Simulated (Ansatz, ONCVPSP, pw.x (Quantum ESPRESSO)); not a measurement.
# From atom to crystal: ONCV potential for tungsten (W)

W (Z = 74), optimised norm-conserving Vanderbilt (ONCV), made with ONCVPSP 4.0.1.1 (patched build) (PBE, scalar-relativistic). Core [Kr] 4d10 4f14, reference 5s2 5p6 5d4 6s2. Waves: 5s+6s: rc 1.35 bohr, ncon 4, nbas 9, qcut 7.6 1/bohr, 2 projectors; 5p: rc 1.85 bohr, ncon 4, nbas 8, qcut 8 1/bohr, 3 projectors, debl 1.6 Ha; 5d: rc 2.20 bohr, ncon 4, nbas 8, qcut 8.3 1/bohr, 2 projectors, debl 3 Ha. Local part: polynomial inside 1.00 bohr (lpopt 3, dvloc0 4 Ha). Core correction: polynomial model core, fcfact 0.4.

Atomic tests: cutoffs needed: 25 Ha and 36 Ha (the cutoffs (Ha) at which the residual kinetic energy of the hardest occupied pseudo-wave falls to 1 and 0.1 mHa per electron); ghost test: no bound ghost flagged; GHOST(+) flagged for s at 229.7 eV; largest excitation error: -27 meV (all-electron minus pseudo) for 5s2 5p6 5d3 6s0, out of 4 test configurations.

Crystal test: fcc W in pw.x 7.5, no spin, 14³ k-points, Fermi–Dirac smearing 0.01 Ry, cutoffs 85/340 Ry. The reference is all-electron LAPW (Ansatz 0.2.0) with the same functional, mesh and smearing; V0 and B0 come from Birch–Murnaghan fits to the pressures at five volumes. Errors are pseudo minus all-electron; Δ is the rms difference of the E(V) curves that follow from these fits, minima aligned, over ±6 % about the mean V0. Mesh and smearing are coarse, so the numbers serve the comparison and aren't converged zero-temperature values; the lattice is a test structure that the element need not adopt.

All-electron: a0 = 4.039 Å (V0 = 16.47 Å³/atom), B0 = 280.9 GPa.

How far does the potential miss the all-electron equation of state?

mean pressure error (GPa): -3.23; a0 (Å): 4.024; a0 error (%): -0.39; B0 error (%): +0.3; Δ (meV/atom): 11.8.

```tsv
V (Å³/atom)	P all-electron (GPa)	P pseudo (GPa)
15.654	15.90	12.03
16.066	7.42	3.91
16.478	-0.06	-3.26
16.890	-6.66	-9.57
17.302	-12.47	-15.12
```

At the middle volume, how do free energy and pressure move when the wave cutoff is lowered (ecutrho kept at four times it)?

| cutoff (Ry) | shift of F (meV/atom) | shift of P (GPa) |
| --- | --- | --- |
| 38 | +1063.5 | -48.61 |
| 51 | +46.6 | -4.85 |
| 68 | +2.3 | +0.01 |

The run at the middle volume (104 k-points, 7 iterations) took about 34 s on one core of a shared host (Neoverse-N1, 64 threads, 124 GiB, load 58).
